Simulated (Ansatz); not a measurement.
HgTe, one cell by several methods

```
CELL_PARAMETERS angstrom
0.00000 2.92150 2.97993
2.92150 0.00000 2.97993
2.92150 2.92150 0.00000
ATOMIC_POSITIONS crystal
Hg 0.00000 0.00000 0.00000
Te 0.50000 0.50000 0.50000
```

Atom numbers follow the list: Hg1, Te2.

Conventional cell: a = 4.132 Å, b = 4.132 Å, c = 5.960 Å, α = 90.00°, β = 90.00°, γ = 90.00°. Hg (atom 1) has 6 Te at 2.92 to 2.98 Å as nearest neighbours. Te (atom 2) is surrounded by 6 Hg at 2.92 to 2.98 Å.

The cell is COD entry 1538296, as deposited and not checked against the literature; nothing was relaxed. The listed cell was then made from it by scaling, straining or moving an atom.

Spin–orbit coupling is left out, though it moves levels of the heavy atoms by tenths of an eV or more.

Methods: DFT, LDA, PAW with Ansatz's default frozen-core files, scalar-relativistic (Ansatz 0.2.0); DFT, LDA, all-electron PAW with datasets made for the crystal, scalar-relativistic (Ansatz 0.2.0); DFT, LDA, all-electron LAPW, scalar-relativistic (Ansatz 0.2.0).

For PAW: a Γ-centred 10×10×10 k mesh, Fermi–Dirac smearing of 0.08 eV, cutoff 420 eV, no spin polarisation; the PAW files were made with PBE, and the program remakes their frozen cores for this functional. The crystal-made all-electron datasets (AE datasets) take a cutoff of 260 eV at this cell. LAPW targets a basis error of 1 meV/atom. The Ansatz runs share mesh, smearing and spin set-up. Plane-wave (PAW) pressures include the program's estimate of the Pulay term.

Stress and pressure are positive in compression.

Spin–orbit coupling is left out, which moves gradients at and beside heavy atoms by some per cent and at worst by a factor of two.

In a metal, gradients converge slowly with the k mesh: the values move by tens of per cent from one mesh to another, at times in sign, so only the comparison on one mesh counts.

| quantity | PAW | AE datasets | LAPW |
| --- | --- | --- | --- |
| pressure (GPa) | 2.29 | 2.30 | 2.31 |
| stress xx (GPa) | 3.00 | 3.02 | 3.02 |
| stress zz (GPa) | 0.86 | 0.87 | 0.88 |
| field gradient Vzz at Hg1 (10²¹ V/m²) | 2.60 | 2.57 | – |
| field gradient Vzz at Te2 (10²¹ V/m²) | -3.13 | -3.09 | – |
